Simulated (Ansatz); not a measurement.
Input of an Ansatz 0.2.0 run:

File input.yaml:

```yaml
crystal:
  lattice:
    - [2.72327058, 0.0, 0.0]
    - [-0.9077568598, 2.5675241256, 0.0]
    - [-0.9077568598, -1.2837620624, 2.2235411178]
  atoms:
    - { symbol: Pd, position: [0.0, 0.0, 0.0] }
kpoints:
  mp_grid: { grid: [12, 12, 12] }
scf:
  occupations: { method: gaussian, width: 0.02 }
hamiltonian:
  xc: pbe
  pseudopotentials: { kind: all_electron, lapw: { basis_error: 0.001 } }
output:
  forces: true
  stress: true
  eigenvalues: true
```

Potentials or basis: all-electron LAPW, scalar-relativistic.

Run with:

```sh
$ ansatz run input.yaml --threads 1 --pin off --max-ram 3072MiB --backend cpu --events-out ev --progress --plain --runs-dir out
```

(1) What does it give for the band gap on the k mesh?

(2) Estimate the pressure.

Answers

(1) none (metal or under the smearing width).

(2) -1.3 GPa.
